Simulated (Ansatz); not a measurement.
BaTiO3:

```
CELL_PARAMETERS angstrom
3.99980 0.00000 0.00000
0.00000 3.99980 0.00000
0.00000 0.00000 8.03600
ATOMIC_POSITIONS crystal
Ba 0.99933 0.00149 0.00206
Ba 0.00067 0.99851 0.49794
Ti 0.48935 0.49786 0.23992
Ti 0.51065 0.50214 0.74208
O 0.50279 0.50210 0.01077
O 0.49721 0.49790 0.50523
O 0.50567 0.00168 0.25810
O 0.49433 0.99832 0.75690
O 0.00777 0.49971 0.26264
O 0.99223 0.50029 0.75236
```

```yaml
Program: Ansatz 0.2.0
Task: relaxation of cell and atoms
Functional: PBE
Dispersion: D3(BJ)
Potentials_or_basis: Ansatz PAW
Cutoff: "420 eV (not typed: the program's choice for these potentials)"
k_mesh: 7 × 7 × 4
Occupations: fermi-dirac, width 0.05 eV
Spin: no spin polarisation
```

At the start: volume 12.86 Å³/atom.

Problem. How do energy, volume and symmetry change on relaxing?

Solution. It ends after 10 steps and the volume is 12.95 Å³/atom (+0.8 %); space group Cmc2_1 (No. 36, to 0.05 Å).

Step by step:
```csv
step,energy change (eV),largest force (eV/Å),volume (Å³)
1,0.0000,0.9611,128.56
2,-0.0632,0.0865,128.36
3,-0.0637,0.0976,129.61
4,-0.0650,0.0893,129.44
5,-0.0659,0.0031,129.45
6,-0.0696,0.0031,129.45
7,-0.0694,0.0058,129.51
8,-0.0696,0.0058,129.51
9,-0.0695,0.0007,129.54
10,-0.0697,0.0007,129.54
```

Final structure:
```
Ba Ti O
1.0
     3.99117    0.00276   -0.00001
     0.00276    3.99156    0.00001
    -0.00002    0.00002    8.13143
Ba Ti O
2 2 6
Direct
  0.99776 0.99774 0.99760
  0.00225 0.00226 0.49760
  0.48704 0.48693 0.23977
  0.51299 0.51304 0.73977
  0.49971 0.49971 0.01256
  0.50028 0.50029 0.51256
  0.50624 0.00971 0.25703
  0.49374 0.99031 0.75703
  0.00963 0.50629 0.25703
  0.99035 0.49371 0.75704
```

Caveat: the plane-wave basis is chosen anew once the cell has moved, so the energies of steps on either side of that aren't comparable; the pressure holds a Pulay correction of +0.5 GPa for the finite cutoff.
